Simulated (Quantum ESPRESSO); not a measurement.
Input of a Quantum ESPRESSO 7.5 run:

pw.in

```
&CONTROL
  calculation = 'scf'
  prefix = 'pwscf'
  outdir = './tmp'
  pseudo_dir = './pseudo'
  tprnfor = .true.
  tstress = .true.
  disk_io = 'low'
/
&SYSTEM
  ibrav = 0
  A = 3.9514021
  nat = 2
  ntyp = 2
  ecutwfc = 88
  nbnd = 14
  occupations = 'smearing'
  smearing = 'fd'
  degauss = 0.00367493
/
&ELECTRONS
  conv_thr = 4d-10
  electron_maxstep = 120
  mixing_beta = 0.5
/
ATOMIC_SPECIES
Cl    35.4500 Cl.upf
Na    22.9898 Na.upf
CELL_PARAMETERS alat
   0.0000000000    0.7071067806    0.7071067806
   0.7071067806    0.0000000000    0.7071067806
   0.7071067806    0.7071067806    0.0000000000
ATOMIC_POSITIONS alat
Cl     0.7071067806    0.7071067806    0.7071067806
Na     0.0000000000    0.0000000000    0.0000000000
K_POINTS automatic
8 8 8 0 0 0
```

Contents of bands.in:

```
&CONTROL
  calculation = 'bands'
  prefix = 'pwscf'
  outdir = './tmp'
  pseudo_dir = './pseudo'
  disk_io = 'low'
  verbosity = 'high'
/
&SYSTEM
  ibrav = 0
  A = 3.9514021
  nat = 2
  ntyp = 2
  ecutwfc = 88
  nbnd = 14
  occupations = 'smearing'
  smearing = 'fd'
  degauss = 0.00367493
/
&ELECTRONS
  conv_thr = 1d-08
  electron_maxstep = 120
  mixing_beta = 0.5
  diago_full_acc = .true.
/
ATOMIC_SPECIES
Cl    35.4500 Cl.upf
Na    22.9898 Na.upf
CELL_PARAMETERS alat
   0.0000000000    0.7071067806    0.7071067806
   0.7071067806    0.0000000000    0.7071067806
   0.7071067806    0.7071067806    0.0000000000
ATOMIC_POSITIONS alat
Cl     0.7071067806    0.7071067806    0.7071067806
Na     0.0000000000    0.0000000000    0.0000000000
K_POINTS crystal
60
 0.0000000000  0.0000000000  0.0000000000 1
 0.0625000000  0.0000000000  0.0625000000 1
 0.1250000000  0.0000000000  0.1250000000 1
 0.1875000000  0.0000000000  0.1875000000 1
 0.2500000000  0.0000000000  0.2500000000 1
 0.3125000000  0.0000000000  0.3125000000 1
 0.3750000000  0.0000000000  0.3750000000 1
 0.4375000000  0.0000000000  0.4375000000 1
 0.5000000000  0.0000000000  0.5000000000 1
 0.5000000000  0.0625000000  0.5625000000 1
 0.5000000000  0.1250000000  0.6250000000 1
 0.5000000000  0.1875000000  0.6875000000 1
 0.5000000000  0.2500000000  0.7500000000 1
 0.4375000000  0.3125000000  0.7500000000 1
 0.3750000000  0.3750000000  0.7500000000 1
 0.3375000000  0.3375000000  0.6750000000 1
 0.3000000000  0.3000000000  0.6000000000 1
 0.2625000000  0.2625000000  0.5250000000 1
 0.2250000000  0.2250000000  0.4500000000 1
 0.1875000000  0.1875000000  0.3750000000 1
 0.1500000000  0.1500000000  0.3000000000 1
 0.1125000000  0.1125000000  0.2250000000 1
 0.0750000000  0.0750000000  0.1500000000 1
 0.0375000000  0.0375000000  0.0750000000 1
 0.0000000000  0.0000000000  0.0000000000 1
 0.0625000000  0.0625000000  0.0625000000 1
 0.1250000000  0.1250000000  0.1250000000 1
 0.1875000000  0.1875000000  0.1875000000 1
 0.2500000000  0.2500000000  0.2500000000 1
 0.3125000000  0.3125000000  0.3125000000 1
 0.3750000000  0.3750000000  0.3750000000 1
 0.4375000000  0.4375000000  0.4375000000 1
 0.5000000000  0.5000000000  0.5000000000 1
 0.5250000000  0.4500000000  0.5250000000 1
 0.5500000000  0.4000000000  0.5500000000 1
 0.5750000000  0.3500000000  0.5750000000 1
 0.6000000000  0.3000000000  0.6000000000 1
 0.6250000000  0.2500000000  0.6250000000 1
 0.5833333333  0.2500000000  0.6666666667 1
 0.5416666667  0.2500000000  0.7083333333 1
 0.5000000000  0.2500000000  0.7500000000 1
 0.5000000000  0.2857142857  0.7142857143 1
 0.5000000000  0.3214285714  0.6785714286 1
 0.5000000000  0.3571428571  0.6428571429 1
 0.5000000000  0.3928571429  0.6071428571 1
 0.5000000000  0.4285714286  0.5714285714 1
 0.5000000000  0.4642857143  0.5357142857 1
 0.5000000000  0.5000000000  0.5000000000 1
 0.4821428571  0.4821428571  0.5357142857 1
 0.4642857143  0.4642857143  0.5714285714 1
 0.4464285714  0.4464285714  0.6071428571 1
 0.4285714286  0.4285714286  0.6428571429 1
 0.4107142857  0.4107142857  0.6785714286 1
 0.3928571429  0.3928571429  0.7142857143 1
 0.3750000000  0.3750000000  0.7500000000 1
 0.6250000000  0.2500000000  0.6250000000 1
 0.5937500000  0.1875000000  0.5937500000 1
 0.5625000000  0.1250000000  0.5625000000 1
 0.5312500000  0.0625000000  0.5312500000 1
 0.5000000000  0.0000000000  0.5000000000 1
```

Potentials or basis: PseudoDojo 0.4.1 SR PBE standard.

The run is started by

```sh
$ OMP_NUM_THREADS=1 pw.x -in pw.in > pw.out
$ OMP_NUM_THREADS=1 pw.x -in bands.in > bands.out
```

**Question.** What does it give for the pressure?

**Answer.** 1.6 GPa.

**Question.** Estimate the band gap on the k mesh.

**Answer.** 5.22 eV, direct.

Levels at the corners of the path, in eV from the valence-band top:
```
point  band 5  band 6  band 7  band 8  band 9  band 10  band 11  band 12
    Γ  -12.72    0.00    0.00    0.00    5.22    11.08    11.08    11.08
    X  -12.31   -1.73   -0.62   -0.62    7.60     8.04    11.52    15.03
    W  -12.29   -1.24   -1.24   -0.79    8.91     9.75     9.75    11.45
    K  -12.30   -1.47   -1.16   -0.52    8.27     9.09    10.67    12.82
    Γ  -12.72    0.00    0.00    0.00    5.22    11.08    11.08    11.08
    L  -12.36   -2.00   -0.28   -0.28    7.31    10.86    10.96    10.96
    U  -12.30   -1.47   -1.16   -0.52    8.27     9.09    10.67    12.82
    W  -12.29   -1.24   -1.24   -0.79    8.91     9.75     9.75    11.45
    L  -12.36   -2.00   -0.28   -0.28    7.31    10.86    10.96    10.96
    K  -12.30   -1.47   -1.16   -0.52    8.27     9.09    10.67    12.82
    U  -12.30   -1.47   -1.16   -0.52    8.27     9.09    10.67    12.82
    X  -12.31   -1.73   -0.62   -0.62    7.60     8.04    11.52    15.03
```

PBE gaps usually lie below the measured ones, often by a third to a half.
